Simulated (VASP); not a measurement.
# SiC (Moissanite 3C) (F-43m) in VASP: further runs

The runs below take SiC (Moissanite 3C) through band structure, with AM05, HSE06.

All numbers are computed with VASP 6.6.1; they aren't measurements. Logs are shortened: lines on timing, memory, paths and dates and some standing lists are left out, and cuts for length are marked.

**Measured values to compare with.**

“Insight into the structural, elastic and electronic properties of a new orthorhombic 6O-SiC polytype”, 2020, pmc:7200658 quotes, for a bulk crystal of SiC: band gap 2.4 eV (indirect).

The results are compared with them further down.

## Step 1: The structure

Symmetry: F-43m, No. 216, cubic system. The conventional cell has a = 4.358 Å, b = 4.358 Å, c = 4.358 Å, α = 90.00°, β = 90.00°, γ = 90.00°. Around Si (site symmetry -43m) lie 4 C at 1.89 Å. Around C (site symmetry -43m) lie 4 Si at 1.89 Å.

## Step 2: Band structure, AM05

INCAR reads:

```
SYSTEM = SiC
PREC = Accurate ; ENCUT = 520
EDIFF = 1E-7 ; ISMEAR = -1
SIGMA = 0.05 ; LREAL = .False.
LASPH = .True. ; NELM = 80
ALGO = Normal ; ISIF = 2
LWAVE = .False. ; LCHARG = .False.
GGA = AM ; NBANDS = 11
```

KPOINTS reads:

```
regular mesh
0
Gamma
  10 10 10
  0 0 0
```

POSCAR reads:

```
SiC
1.0
    0.0000000000      2.1790000000      2.1790000000
    2.1790000000      0.0000000000      2.1790000000
    2.1790000000      2.1790000000      0.0000000000
Si C
1 1
Direct
    0.0000000000      0.0000000000      0.0000000000
    0.7500000000      0.7500000000      0.7500000000
```

KPOINTS_OPT reads:

```
path GXWKGLUWLK,UX
20
line-mode
reciprocal
 0.0000000000  0.0000000000  0.0000000000  G
 0.5000000000  0.0000000000  0.5000000000  X

 0.5000000000  0.0000000000  0.5000000000  X
 0.5000000000  0.2500000000  0.7500000000  W

 0.5000000000  0.2500000000  0.7500000000  W
 0.3750000000  0.3750000000  0.7500000000  K

 0.3750000000  0.3750000000  0.7500000000  K
 0.0000000000  0.0000000000  0.0000000000  G

 0.0000000000  0.0000000000  0.0000000000  G
 0.5000000000  0.5000000000  0.5000000000  L

 0.5000000000  0.5000000000  0.5000000000  L
 0.6250000000  0.2500000000  0.6250000000  U

 0.6250000000  0.2500000000  0.6250000000  U
 0.5000000000  0.2500000000  0.7500000000  W

 0.5000000000  0.2500000000  0.7500000000  W
 0.5000000000  0.5000000000  0.5000000000  L

 0.5000000000  0.5000000000  0.5000000000  L
 0.3750000000  0.3750000000  0.7500000000  K

 0.6250000000  0.2500000000  0.6250000000  U
 0.5000000000  0.0000000000  0.5000000000  X
```

Potentials or basis: VASP PAW PBE potentials, release 64 (Si, C).

Run with:

```sh
> cat potpaw_PBE.64/Si/POTCAR potpaw_PBE.64/C/POTCAR > POTCAR
> mpirun -np 1 vasp_std > vasp.out
```

OUTCAR:

```text
SYSTEM = SiC
   PREC = Accurate
   ENCUT = 520
   EDIFF = 1E-7
   ISMEAR = -1
   LREAL = .False.
   LASPH = .True.
   NELM = 80
   ISIF = 2
   GGA = AM

 ion  position               nearest neighbor table
   1  0.000  0.000  0.000-   2 1.89   2 1.89   2 1.89   2 1.89
   2  0.750  0.750  0.750-   1 1.89   1 1.89   1 1.89   1 1.89

  LATTYP: Found a face centered cubic cell.
 ALAT       =     4.3580000000

  Lattice vectors:

 A1 = (   0.0000000000,   2.1790000000,   2.1790000000)
 A2 = (   2.1790000000,   0.0000000000,   2.1790000000)
 A3 = (   2.1790000000,   2.1790000000,   0.0000000000)

Analysis of symmetry for initial positions (statically):
=====================================================================
 Subroutine PRICEL returns:
 Original cell was already a primitive cell.

 Routine SETGRP: Setting up the symmetry group for a
 face centered cubic supercell.

 Subroutine GETGRP returns: Found 24 space group operations
 (whereof 24 operations were pure point group operations)
 out of a pool of 48 trial point group operations.

The static configuration has the point symmetry T_d .

Analysis of symmetry for dynamics (positions and initial velocities):
=====================================================================
 Subroutine PRICEL returns:
 Original cell was already a primitive cell.

 Routine SETGRP: Setting up the symmetry group for a
 face centered cubic supercell.

 Subroutine GETGRP returns: Found 24 space group operations
 (whereof 24 operations were pure point group operations)
 out of a pool of 48 trial point group operations.

The dynamic configuration has the point symmetry T_d .

 Subroutine INISYM returns: Found 24 space group operations
 (whereof 24 operations are pure point group operations),
 and found     1 'primitive' translations

----------------------------------------------------------------------------------------

                                     Primitive cell

  volume of cell :      20.6920

  direct lattice vectors                    reciprocal lattice vectors
     0.000000000  2.179000000  2.179000000    -0.229463056  0.229463056  0.229463056
     2.179000000  0.000000000  2.179000000     0.229463056 -0.229463056  0.229463056
     2.179000000  2.179000000  0.000000000     0.229463056  0.229463056 -0.229463056

  length of vectors
     3.081571352  3.081571352  3.081571352     0.397441672  0.397441672  0.397441672

[... 86 lines left out ...]
   ISIF   =      2    stress and relaxation
   ISYM   =      2    0-nonsym 1-usesym 2-fastsym
   POTIM  = 0.5000    time-step for ionic-motion
   TEBEG  =    0.0;   TEEND  =   0.0 temperature during run
   PSTRESS=    0.0 pullay stress
   NELECT =       8.0000    total number of electrons
   NUPDOWN=      -1.0000    fix difference up-down
   EMIN   =  10.00;   EMAX   =-10.00  energy-range for DOS
   EFERMI =   0.00;   METHOD = LEGACY
   ISMEAR =    -1;   SIGMA  =   0.05  broadening in eV -4-tet -1-fermi 0-gaus
   EFERMI_NEDOS =   21; number of points for ismear=-14 and -15
   IALGO  =     38    algorithm
   IMIX   =      4    mixing-type and parameters
     AMIX     =   0.40;   BMIX     =  1.00
     AMIX_MAG =   1.60;   BMIX_MAG =  1.00
  volume/ion in A,a.u.               =      10.35        69.82
  Fermi-wavevector in a.u.,A,eV,Ry     =   1.192626  2.253736 19.352338  1.422357
  Thomas-Fermi vector in A             =   2.328660
   LORBIT       =      0    0 simple, 1 ext, 2 COOP (PROOUT), +10 PAW based schemes
   GGA     = AM    functional components
   LHFCALC =     F    Hartree Fock is set to
   AEXX    =    0.0000 exact exchange contribution
   IVDW    =     0    specifies the selected vdW correction
   LEPSILON=     F    determine dielectric tensor
   LRPA    =     F    only Hartree local field effects (RPA)
 non-spin polarized calculation
  energy-cutoff  :      520.00
  volume of cell :       20.69
 maximum number of plane-waves:       568
   NGX = 11   NGY = 11   NGZ = 11

 number of electron       8.0000001 magnetization

 Free energy of the ion-electron system (eV)
  ---------------------------------------------------
  ext. energy  EPLUGINS =         0.00000000
  ---------------------------------------------------
  free energy    TOTEN  =       -15.58412838 eV

  energy without entropy =      -15.58412832  energy(sigma->0) =      -15.58412835

 E-fermi :   8.7194     XC(G=0): -11.4753

 val. band max:        8.0827673617   @ k =   0.0000   0.0000   0.0000
 cond. band min:       9.3171151167   @ k =   0.5000   0.5000   0.0000
 fundamental gap:      1.2343477550
 Fermi energy:         8.7194049693

 k-point     1 :       0.0000    0.0000    0.0000
  band No.  band energies     occupation
      1      -7.3207      2.00000
      2       8.0828      1.99999
      3       8.0828      1.99999
      4       8.0828      1.99999
      5      14.3232      0.00000
      6      15.3198      0.00000
      7      15.3198      0.00000
      8      15.3198      0.00000
      9      22.5137      0.00000
     10      22.5137      0.00000
     11      24.4390      0.00000
[... 309 lines left out ...]
 k-point    24 :       0.4000    0.3000    0.0000
  band No.  band energies     occupation
      1      -4.1602      2.00000
      2       2.5119      2.00000
      3       4.8982      2.00000
      4       5.4341      2.00000
      5      10.8402      0.00000
      6      13.6160      0.00000
      7      19.6529      0.00000
      8      19.9464      0.00000
      9      21.7847      0.00000
     10      26.0755      0.00000
     11      29.2606      0.00000

 [... further k-points ...]

------------------------ aborting loop because EDIFF is reached ----------------------------------------

  FORCE on cell =-STRESS in cart. coord.  units (eV):
  Direction    XX          YY          ZZ          XY          YZ          ZX
  --------------------------------------------------------------------------------------
  -------------------------------------------------------------------------------------
  Total       -0.0406635     -0.0406635     -0.0406635      0.0000000      0.0000000     -0.0000000
  in kB       -3.1485731     -3.1485731     -3.1485731      0.0000000      0.0000000     -0.0000000
  external PRESSURE =      -3.1485731 kB  Pullay stress =       0.0000000 kB

 VOLUME and BASIS-vectors are now :
 -----------------------------------------------------------------------------
  energy-cutoff  :      520.00
  volume of cell :       20.69
      direct lattice vectors                 reciprocal lattice vectors
     0.000000000  2.179000000  2.179000000    -0.229463056  0.229463056  0.229463056
     2.179000000  0.000000000  2.179000000     0.229463056 -0.229463056  0.229463056
     2.179000000  2.179000000  0.000000000     0.229463056  0.229463056 -0.229463056

 POSITION                                       TOTAL-FORCE (eV/Angst)
 -----------------------------------------------------------------------------------
      0.00000      0.00000      0.00000         0.000000      0.000000      0.000000
      3.26850      3.26850      3.26850        -0.000000     -0.000000     -0.000000
 -----------------------------------------------------------------------------------
    total drift:                               -0.000000     -0.000000     -0.000000

  FREE ENERGIE OF THE ION-ELECTRON SYSTEM (eV)
  ---------------------------------------------------
  free  energy   TOTEN  =       -15.5841283757 eV

  energy  without entropy=      -15.5841283221  energy(sigma->0) =      -15.58412835
```

Wall time 17 s (1 thread of Intel Xeon Platinum 8375C at 2.90GHz (Ice Lake), shared host); peak memory 0.14 GiB.

Results:

| Quantity | Value |
| --- | --- |
| Free energy | -15.5841 eV |
| Pressure | -0.3 GPa |
| Band gap on the k mesh | 1.23 eV, indirect (least direct gap 4.45 eV) |
| Band gap along the path | 1.23 eV, indirect (least direct gap 4.45 eV) |

Levels at the corners of the path, in eV from the valence-band top:
```tsv
point	band 1	band 2	band 3	band 4	band 5	band 6	band 7	band 8	band 9
Γ	-15.40	0.00	0.00	0.00	6.24	7.24	7.24	7.24	14.43
X	-10.33	-7.82	-3.21	-3.21	1.23	4.23	13.96	13.96	14.72
X	-10.33	-7.82	-3.21	-3.21	1.23	4.23	13.96	13.96	14.72
W	-10.09	-7.02	-5.05	-4.75	5.11	9.38	9.44	9.66	14.16
W	-10.09	-7.02	-5.05	-4.75	5.11	9.38	9.44	9.66	14.16
K	-10.33	-7.29	-5.61	-2.62	3.00	7.69	11.77	12.40	12.97
K	-10.33	-7.29	-5.61	-2.62	3.00	7.69	11.77	12.40	12.97
Γ	-15.40	0.00	0.00	0.00	6.24	7.24	7.24	7.24	14.43
Γ	-15.40	0.00	0.00	0.00	6.24	7.24	7.24	7.24	14.43
L	-11.79	-8.59	-1.06	-1.06	5.42	7.13	7.13	9.92	16.07
L	-11.79	-8.59	-1.06	-1.06	5.42	7.13	7.13	9.92	16.07
U	-10.33	-7.29	-5.61	-2.62	3.00	7.69	11.77	12.40	12.97
U	-10.33	-7.29	-5.61	-2.62	3.00	7.69	11.77	12.40	12.97
W	-10.09	-7.02	-5.05	-4.75	5.11	9.38	9.44	9.66	14.16
W	-10.09	-7.02	-5.05	-4.75	5.11	9.38	9.44	9.66	14.16
L	-11.79	-8.59	-1.06	-1.06	5.42	7.13	7.13	9.92	16.07
L	-11.79	-8.59	-1.06	-1.06	5.42	7.13	7.13	9.92	16.07
K	-10.33	-7.29	-5.61	-2.62	3.00	7.69	11.77	12.40	12.97
U	-10.33	-7.29	-5.61	-2.62	3.00	7.69	11.77	12.40	12.97
X	-10.33	-7.82	-3.21	-3.21	1.23	4.23	13.96	13.96	14.72
```

Caveat: the PAW data sets were made with another functional, which shifts forces and pressure a little.

## Step 3: Band structure, HSE06

POSCAR is that of step 2.

INCAR.step1 reads:

```
PREC     = Accurate       # precision mode
ENCUT    = 520            # plane-wave cutoff, eV
EDIFF    = 1E-5           # SCF threshold, eV
ISMEAR   = -1             # smearing method
SIGMA    = 0.05           # smearing width, eV
LREAL    = F              # projectors in reciprocal space
LASPH    = T              # aspherical terms in the spheres
NELM     = 60             # most SCF steps
ALGO     = Normal         # electronic algorithm
ISIF     = 2              # what is computed and relaxed
LWAVE    = T              # write WAVECAR
LCHARG   = F              # write CHGCAR
GGA      = PE             # functional
```

INCAR.step2 reads:

```
PREC     = Accurate       # precision mode
ENCUT    = 520            # plane-wave cutoff, eV
EDIFF    = 1E-6           # SCF threshold, eV
ISMEAR   = -1             # smearing method
SIGMA    = 0.05           # smearing width, eV
LREAL    = F              # projectors in reciprocal space
LASPH    = T              # aspherical terms in the spheres
NELM     = 60             # most SCF steps
ALGO     = Normal         # electronic algorithm
ISIF     = 2              # what is computed and relaxed
LWAVE    = F              # write WAVECAR
LCHARG   = F              # write CHGCAR
GGA      = PE             # functional
LHFCALC  = T              # exact exchange
HFSCREEN = 0.2            # screening, 1/A
PRECFOCK = Fast         
ISTART   = 1
```

KPOINTS reads:

```
regular mesh
0
Gamma
  5 5 5
```

Edit KPOINTS_OPT of step 2 so:

```diff
@@ -1,3 +1,3 @@
 path GXWKGLUWLK,UX
-20
+10
 line-mode
```

Potentials or basis: VASP PAW PBE potentials, release 64 (Si, C).

Run with:

```sh
> cat potpaw_PBE.64/Si/POTCAR potpaw_PBE.64/C/POTCAR > POTCAR
> cp INCAR.step1 INCAR
> mpirun -np 1 vasp_std > vasp.out
> cp INCAR.step2 INCAR
> mpirun -np 1 vasp_std > vasp.out
```

It took 5.5 min on 1 thread of Intel Xeon Platinum 8375C at 2.90GHz (Ice Lake), shared host; peak memory 0.25 GiB.

The run converged. Its results:

| Property | Result |
| --- | --- |
| Free energy | -17.4309 eV |
| Pressure | -1.7 GPa |
| Band gap along the path | 2.25 eV, indirect (least direct gap 5.76 eV) |

Levels at the corners of the path, in eV from the valence-band top:
```
point  band 2  band 3  band 4  band 5  band 6  band 7
    Γ    0.00    0.00    0.00    7.57    8.60    8.60
    X   -8.54   -3.50   -3.50    2.25    5.39   15.96
    X   -8.54   -3.50   -3.50    2.25    5.39   15.96
    W   -7.69   -5.45   -5.06    6.36   10.93   11.06
    W   -7.69   -5.45   -5.06    6.36   10.93   11.06
    K   -7.96   -6.03   -2.85    4.11    9.10   13.55
    K   -7.96   -6.03   -2.85    4.11    9.10   13.55
    Γ    0.00    0.00    0.00    7.57    8.60    8.60
    Γ    0.00    0.00    0.00    7.57    8.60    8.60
    L   -9.36   -1.16   -1.16    6.66    8.50    8.50
    L   -9.36   -1.16   -1.16    6.66    8.50    8.50
    U   -7.96   -6.03   -2.85    4.11    9.10   13.55
    U   -7.96   -6.03   -2.85    4.11    9.10   13.56
    W   -7.69   -5.45   -5.06    6.36   10.93   11.06
    W   -7.69   -5.45   -5.06    6.36   10.93   11.06
    L   -9.36   -1.16   -1.16    6.66    8.50    8.50
    L   -9.36   -1.16   -1.16    6.66    8.50    8.50
    K   -7.96   -6.03   -2.85    4.11    9.10   13.55
    U   -7.96   -6.03   -2.85    4.11    9.10   13.54
    X   -8.54   -3.50   -3.50    2.25    5.39   15.96
```

Caveat: the k mesh is coarse (spacing up to 0.50 Å⁻¹), so the values aren't converged, least of all with exact exchange; the PAW data sets were made with another functional, which shifts forces and pressure a little.

## Step 4: The reference run

An earlier run on the cell as given: functional PBE; potentials or basis VASP PAW PBE potentials, release 64 (Si, C); cutoff 520 eV; k mesh 10 × 10 × 10; occupations fermi-dirac, width 0.05 eV; no spin polarisation.

- Pressure: 3.2 GPa
- Band gap on the k mesh: 1.36 eV, indirect (least direct gap 4.54 eV)

## Step 5: Summary

| task | level | k mesh | grid for exact exchange (PRECFOCK) | screening parameter | mesh quality | gap on the mesh (eV) | pressure (GPa) |
| --- | --- | --- | --- | --- | --- | --- | --- |
| band structure | AM05 | 10 × 10 × 10 | - | - | not flagged | 1.23 | -0.3 |
| band structure | HSE06 | 5 × 5 × 5 | Fast | 0.2 1/A | coarse | - | -1.7 |
| single point | PBE | 10 × 10 × 10 | - | - | not flagged | 1.36 | 3.2 |

Alike in all rows: potentials or basis VASP PAW PBE potentials, release 64 (Si, C); no spin polarisation; cell as given; cutoff (eV) 520; smearing fermi-dirac 0.05 eV.

Caveats: some runs use coarse meshes; the PAW data sets were made with another functional, which shifts forces and pressure a little (some runs).

Absolute energies hang on the potentials; compare differences alone.

## Step 6: Against experiment

Step 2. A measured gap of SiC is 2.4 eV (indirect; quoted in “Insight into the structural, elastic and electronic properties of a new orthorhombic 6O-SiC polytype”, 2020, pmc:7200658); the calculated 1.23 eV misses it by -1.17 eV. The value is that of AM05, without temperature or zero-point motion. Semilocal functionals fall short of measured gaps as a rule.
